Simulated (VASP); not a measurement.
# CaSe (Fm-3m) in VASP: a series of runs, part 2 of 2

VASP 6.6.1. Earlier steps stand in the parts before.

## 4. Single point, r2SCAN

The input, INCAR:

```
SYSTEM = CaSe
PREC = Accurate
ENCUT = 450
EDIFF = 0.01
ISMEAR = 0
SIGMA = 0.05
LREAL = .FALSE.
LASPH = .TRUE.
NELM = 100
ALGO = Normal
ISIF = 2
LWAVE = .FALSE.
LCHARG = .FALSE.
METAGGA = R2SCAN
LMIXTAU = .TRUE.
ADDGRID = .FALSE.
```

The input, KPOINTS:

```
regular mesh
0
G
  7 7 7
  0 0 0
```

The input, POSCAR:

```
CaSe
1.0
    0.0000000000      2.9560000000      2.9560000000
    2.9560000000      0.0000000000      2.9560000000
    2.9560000000      2.9560000000      0.0000000000
Se Ca
1 1
Direct
    0.5137070000      0.4880300000      0.5023060000
    0.0084580000     -0.0027510000     -0.0091450000
```

Potentials or basis: VASP PAW PBE potentials, release 64 (Se, Ca_sv).

Run with:

```bash
$ cat potpaw_PBE.64/Se/POTCAR potpaw_PBE.64/Ca_sv/POTCAR > POTCAR
$ mpirun -np 1 vasp_std > vasp.out
```

OUTCAR:

```text
SYSTEM = CaSe
   PREC = Accurate
   ENCUT = 450
   EDIFF = 0.01
   ISMEAR = 0
   LREAL = .FALSE.
   LASPH = .TRUE.
   NELM = 100
   ISIF = 2
   METAGGA = R2SCAN

 Found    172 irreducible k-points:

 Following reciprocal coordinates:
            Coordinates               Weight
  0.000000  0.000000  0.000000      1.000000
  0.142857  0.000000  0.000000      2.000000
  0.000000  0.142857  0.000000      2.000000
  0.000000  0.000000  0.142857      2.000000
  0.142857  0.142857  0.142857      2.000000
  0.285714  0.000000  0.000000      2.000000
   k-points           NKPTS =    172   k-points in BZ     NKDIM =    172   number of bands    NBANDS=     12
   number of dos      NEDOS =    301   number of ions     NIONS =      2
   total plane-waves  NPLWV =  27000
   dimension x,y,z NGX =    30 NGY =   30 NGZ =   30
   dimension x,y,z NGXF=    60 NGYF=   60 NGZF=   60
   ions per type =               1   1
   NGX,Y,Z   is equivalent  to a cutoff of  11.93, 11.93, 11.93 a.u.
   NGXF,Y,Z  is equivalent  to a cutoff of  23.86, 23.86, 23.86 a.u.
 SYSTEM =  CaSe
   PREC   = accura    normal or accurate (medium, high low for compatibility)
   ISTART =      0    job   : 0-new  1-cont  2-samecut
   ICHARG =      2    charge: 1-file 2-atom 10-const
   ISPIN  =      1    spin polarized calculation?
   LNONCOLLINEAR =      F non collinear calculations
   LSORBIT =      F    spin-orbit coupling
   LASPH  =      T    aspherical Exc in radial PAW
   ENCUT  =  450.0 eV  33.07 Ry    5.75 a.u.   7.23  7.23  7.23*2*pi/ulx,y,z
   NELM   =    100;   NELMIN=  2; NELMDL= -5     # of ELM steps
   EDIFF  = 0.1E-01   stopping-criterion for ELM
   LREAL  =      F    real-space projection
   EDIFFG = 0.1E+00   stopping-criterion for IOM
   NSW    =      0    number of steps for IOM
   IBRION =     -1    ionic relax: 0-MD 1-quasi-New 2-CG
   NFREE  =      0    steps in history (QN), initial steepest desc. (CG)
   ISIF   =      2    stress and relaxation
   ISYM   =      2    0-nonsym 1-usesym 2-fastsym
   POTIM  = 0.5000    time-step for ionic-motion
   TEBEG  =    0.0;   TEEND  =   0.0 temperature during run
   PSTRESS=    0.0 pullay stress
   NELECT =      16.0000    total number of electrons
   NUPDOWN=      -1.0000    fix difference up-down
   EMIN   =  10.00;   EMAX   =-10.00  energy-range for DOS
   EFERMI =   0.00;   METHOD = LEGACY
   ISMEAR =     0;   SIGMA  =   0.05  broadening in eV -4-tet -1-fermi 0-gaus
   EFERMI_NEDOS =   21; number of points for ismear=-14 and -15
   IALGO  =     38    algorithm
   IMIX   =      4    mixing-type and parameters
     AMIX     =   0.40;   BMIX     =  1.00
     AMIX_MAG =   1.60;   BMIX_MAG =  1.00
  volume/ion in A,a.u.               =      25.83       174.30
  Fermi-wavevector in a.u.,A,eV,Ry     =   1.107645  2.093145 16.692666  1.226876
  Thomas-Fermi vector in A             =   2.244161
   LORBIT       =      0    0 simple, 1 ext, 2 COOP (PROOUT), +10 PAW based schemes
   METAGGA = R2SCAN    functional components
   LHFCALC =     F    Hartree Fock is set to
   AEXX    =    0.0000 exact exchange contribution
   IVDW    =     0    specifies the selected vdW correction
   LEPSILON=     F    determine dielectric tensor
   LRPA    =     F    only Hartree local field effects (RPA)
 non-spin polarized calculation
 Gauss-broadening in eV      SIGMA  =   0.05
  energy-cutoff  :      450.00
  volume of cell :       51.66
 maximum number of plane-waves:      1139
 NGX is ok and might be reduce to    30
   NGX = 15   NGY = 15   NGZ = 15

 number of electron      16.0000001 magnetization

 Free energy of the ion-electron system (eV)
  ---------------------------------------------------
  ext. energy  EPLUGINS =         0.00000000
  ---------------------------------------------------
  free energy    TOTEN  =       -25.96964409 eV

  energy without entropy =      -25.96964409  energy(sigma->0) =      -25.96964409

 E-fermi :   2.5224     XC(G=0):  -9.5774

 val. band max:        2.1770908238   @ k =   0.0000   0.0000   0.0000
 cond. band min:       4.7491550021   @ k =   0.4286   0.0000   0.4286
 fundamental gap:      2.5720641783
 Fermi energy:         2.5223755623

 k-point     1 :       0.0000    0.0000    0.0000
  band No.  band energies     occupation
      1     -39.1021      2.00000
      2     -19.2117      2.00000
      3     -19.2112      2.00000
      4     -19.2109      2.00000
      5     -10.0134      2.00000
      6       2.1752      2.00000
      7       2.1770      2.00000
      8       2.1771      2.00000
      9       6.3447      0.00000
     10       6.4199      0.00000
     11       6.4251      0.00000
     12       6.4268      0.00000

 k-point     2 :       0.1429    0.0000    0.0000
  band No.  band energies     occupation
      1     -39.1008      2.00000
      2     -19.2339      2.00000
      3     -19.2129      2.00000
      4     -19.2122      2.00000
      5      -9.8892      2.00000
      6       1.2803      2.00000
      7       1.8866      2.00000
      8       1.8892      2.00000
      9       6.3954      0.00000
     10       6.6987      0.00000
     11       6.6996      0.00000
     12       7.4098      0.00000

 k-point     3 :       0.0000    0.1429    0.0000
  band No.  band energies     occupation
      1     -39.1008      2.00000
      2     -19.2340      2.00000
      3     -19.2126      2.00000
      4     -19.2125      2.00000
      5      -9.8892      2.00000
      6       1.2810      2.00000
      7       1.8860      2.00000
      8       1.8881      2.00000
      9       6.3973      0.00000
     10       6.6980      0.00000
     11       6.7008      0.00000
     12       7.4177      0.00000

 k-point     4 :       0.0000    0.0000    0.1429
  band No.  band energies     occupation
      1     -39.1008      2.00000
      2     -19.2340      2.00000
      3     -19.2128      2.00000
      4     -19.2122      2.00000
      5      -9.8892      2.00000
      6       1.2816      2.00000
      7       1.8861      2.00000
      8       1.8866      2.00000
      9       6.3990      0.00000
     10       6.6986      0.00000
     11       6.7007      0.00000
     12       7.4240      0.00000

 k-point     5 :       0.1429    0.1429    0.1429
  band No.  band energies     occupation
      1     -39.1008      2.00000
      2     -19.2336      2.00000
      3     -19.2129      2.00000
      4     -19.2126      2.00000
      5      -9.8892      2.00000
      6       1.2806      2.00000
      7       1.8863      2.00000
      8       1.8887      2.00000
      9       6.3961      0.00000
     10       6.6982      0.00000
     11       6.7005      0.00000
     12       7.4153      0.00000

 k-point     6 :       0.2857    0.0000    0.0000
  band No.  band energies     occupation
      1     -39.0980      2.00000
      2     -19.2837      2.00000
      3     -19.2160      2.00000
      4     -19.2153      2.00000
      5      -9.5922      2.00000
      6      -0.0981      2.00000
      7       1.3712      2.00000
      8       1.3731      2.00000
      9       6.5727      0.00000
     10       7.3711      0.00000
     11       7.3723      0.00000
     12       8.7983      0.00000

 [... further k-points ...]
[... 5 lines left out ...]
  --------------------------------------------------------------------------------------
  -------------------------------------------------------------------------------------
  Total        0.2998295      0.3556237      0.3020958     -0.0005189      0.0041420      0.0015779
  in kB        9.2991160     11.0295562      9.3694041     -0.0160928      0.1284633      0.0489365
  external PRESSURE =       9.8993588 kB  Pullay stress =       0.0000000 kB

 VOLUME and BASIS-vectors are now :
 -----------------------------------------------------------------------------
  energy-cutoff  :      450.00
  volume of cell :       51.66
      direct lattice vectors                 reciprocal lattice vectors
     0.000000000  2.956000000  2.956000000    -0.169147497  0.169147497  0.169147497
     2.956000000  0.000000000  2.956000000     0.169147497 -0.169147497  0.169147497
     2.956000000  2.956000000  0.000000000     0.169147497  0.169147497 -0.169147497

 POSITION                                       TOTAL-FORCE (eV/Angst)
 -----------------------------------------------------------------------------------
      2.92743      3.00333      2.96113        -0.022167     -0.170627      0.040723
      5.87684      2.95397      2.97287         0.022167      0.170627     -0.040723
 -----------------------------------------------------------------------------------
    total drift:                               -0.002227     -0.001068     -0.003337

  FREE ENERGIE OF THE ION-ELECTRON SYSTEM (eV)
  ---------------------------------------------------
  free  energy   TOTEN  =       -25.9696440919 eV

  energy  without entropy=      -25.9696440919  energy(sigma->0) =      -25.96964409
```

OSZICAR:

```text
N       E                     dE             d eps       ncg     rms          rms(c)
DAV:   1     0.856203094610E+02    0.85620E+02   -0.72585E+03  4128   0.113E+03
DAV:   2    -0.237448928862E+02   -0.10937E+03   -0.10474E+03  4636   0.280E+02
DAV:   3    -0.285861322351E+02   -0.48412E+01   -0.47966E+01  5396   0.576E+01
DAV:   4    -0.289314286715E+02   -0.34530E+00   -0.34452E+00  7256   0.126E+01
DAV:   5    -0.289344768558E+02   -0.30482E-02   -0.30475E-02  4720   0.134E+00    0.404E+00
DAV:   6    -0.256782674973E+02    0.32562E+01   -0.23612E+00  5428   0.152E+01    0.311E+00
DAV:   7    -0.263477354276E+02   -0.66947E+00   -0.88325E-01  4756   0.107E+01    0.822E-01
DAV:   8    -0.260115145693E+02    0.33622E+00   -0.49077E-01  5064   0.754E+00    0.469E-01
DAV:   9    -0.259619072891E+02    0.49607E-01   -0.33788E-01  4804   0.632E+00    0.328E-01
DAV:  10    -0.259375576837E+02    0.24350E-01   -0.60696E-02  4592   0.267E+00    0.963E-02
DAV:  11    -0.259698398886E+02   -0.32282E-01   -0.21521E-02  4516   0.161E+00    0.947E-02
DAV:  12    -0.259696440919E+02    0.19580E-03   -0.28589E-03  2560   0.578E-01
   1 F= -.25969644E+02 E0= -.25969644E+02  d E =-.409991E-24
```

Run time: 3.1 min. Hardware: 1 thread of Intel Xeon Platinum 8488C (Sapphire Rapids), shared host; peak memory 0.24 GiB.

These settings aren't checked as converged: the numbers below hold their error.

What came out:

| Quantity | Value |
| --- | --- |
| Free energy | -25.9696 eV |
| Pressure | 1.0 GPa |
| Largest force | 0.177 eV/Å |
| Band gap on the k mesh | 2.57 eV, indirect (least direct gap 3.49 eV) |

Caveat: the PAW data sets were made with another functional, which shifts forces and pressure a little; an odd mesh through Γ misses points on the zone boundary, where band edges often lie.

## 5. Single point, r2SCAN

INCAR, as its differences from that of step 4:

```diff
@@ -3,3 +3,3 @@
 ENCUT = 450
-EDIFF = 0.01
+EDIFF = 0.001
 ISMEAR = 0
```

KPOINTS is that of step 4.

The input, POSCAR:

```
CaSe
1.0
    0.0000000000      2.9560000000      2.9560000000
    2.9560000000      0.0000000000      2.9560000000
    2.9560000000      2.9560000000      0.0000000000
Se Ca
1 1
Direct
    0.5000000000      0.5000000000      0.5000000000
    0.0000000000      0.0000000000      0.0000000000
```

Run with:

```bash
$ cat potpaw_PBE.64/Se/POTCAR potpaw_PBE.64/Ca_sv/POTCAR > POTCAR
$ mpirun -np 1 vasp_std > vasp.out
```

Run time: 29 s. Hardware: 1 thread of Intel Xeon Platinum 8488C (Sapphire Rapids), shared host; peak memory 0.17 GiB.

These settings aren't checked as converged: the numbers below hold their error.

What came out:

| Property | Result |
| --- | --- |
| Free energy | -25.9742 eV |
| Pressure | 1.1 GPa |
| Band gap on the k mesh | 2.57 eV, indirect (least direct gap 3.49 eV) |

Caveat: the PAW data sets were made with another functional, which shifts forces and pressure a little; an odd mesh through Γ misses points on the zone boundary, where band edges often lie.

## 6. Single point, r2SCAN

INCAR is that of step 5.

KPOINTS is that of step 5.

The input, POSCAR:

```
CaSe
1.0
    0.0000000000      2.9560000000      2.9560000000
    2.9560000000      0.0000000000      2.9560000000
    2.9560000000      2.9560000000      0.0000000000
Se Ca
1 1
Direct
    0.5137070000      0.4880300000      0.5023060000
    0.0084580000     -0.0027510000     -0.0091450000
```

Potentials or basis: VASP PAW PBE potentials, release 64 (Se, Ca_sv).

Run with:

```bash
$ cat potpaw_PBE.64/Se/POTCAR potpaw_PBE.64/Ca_sv/POTCAR > POTCAR
$ mpirun -np 1 vasp_std > vasp.out
```

It took 3.2 min on 1 thread of Intel Xeon Platinum 8488C (Sapphire Rapids), shared host; peak memory 0.24 GiB.

These settings aren't checked as converged: the numbers below hold their error.

Results:

```yaml
Free_energy: -25.9697 eV
Pressure: 1.1 GPa
Largest_force: 0.176 eV/Å
Band_gap_on_the_k_mesh: 2.57 eV, indirect (least direct gap 3.49 eV)
```

Caveat: the PAW data sets were made with another functional, which shifts forces and pressure a little; an odd mesh through Γ misses points on the zone boundary, where band edges often lie.
